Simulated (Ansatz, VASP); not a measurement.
**Two plane-wave programs on GaAs**

Contents of INCAR:

```
SYSTEM = GaAs
PREC = Accurate ; ENCUT = 520
EDIFF = 1E-6 ; ISMEAR = 0
SIGMA = 0.05 ; LREAL = .FALSE.
LASPH = .TRUE. ; NELM = 100
ALGO = Fast ; ISIF = 2
LWAVE = .FALSE. ; LCHARG = .TRUE.
GGA = PE ; LELF = .TRUE.
LVHAR = .TRUE. ; NBANDS = 16
```

KPOINTS

```
Automatic mesh
0
G
  12 12 12
  0 0 0
```

Contents of POSCAR:

```
GaAs
1.0
    0.0000000000      2.8377333725      2.8801361225
    2.8801361225      0.0000000000      2.8801361225
    2.8801361225      2.8377333725      0.0000000000
Ga As
1 1
Direct
    0.0000000000      0.0000000000      0.0000000000
    0.7500000000      0.7500000000      0.7500000000
```

Input for Ansatz:

```yaml
crystal:
  lattice:
    - [0.0, 2.8377333725, 2.8801361225]
    - [2.8801361225, 0.0, 2.8801361225]
    - [2.8801361225, 2.8377333725, 0.0]
  atoms:
    - { symbol: Ga, position: [0.0, 0.0, 0.0] }
    - { symbol: As, position: [0.75, 0.75, 0.75] }
basis:
  ecutwfc: 420
kpoints:
  mp_grid: { grid: [12, 12, 12] }
hamiltonian:
  xc: pbe
scf:
  occupations: { method: gaussian, width: 0.05 }
output:
  forces: true
  stress: true
  eigenvalues: true
```

Alike in both runs: task single point; functional PBE; k mesh 12 × 12 × 12; occupations gaussian, width 0.05 eV; no spin polarisation.

|  | VASP | Ansatz |
| --- | --- | --- |
| version | VASP 6.6.1 | Ansatz 0.2.0 |
| potentials or method | VASP PAW PBE potentials, release 64 (Ga_d, As) | scalar-relativistic, plane waves, PAW |
| plane-wave cutoff (eV) | 520 | 420 |
| valence electrons in the cell | 18 | 28 |

VASP gave:

```
gap on the k mesh at the Fermi level (eV)       : 0.16
least direct gap on the mesh (eV)               : 0.16
pressure (GPa)                                  : 0.7
largest component of the traceless stress (GPa) : 0.56
```

**Question.** Which values does Ansatz return?

**Answer.** gap on the k mesh at the Fermi level (eV): 0.16; least direct gap on the mesh (eV): 0.16; pressure (GPa): 0.4; largest component of the traceless stress (GPa): 0.56.

The two sets of potentials don't hold the same shells in valence.
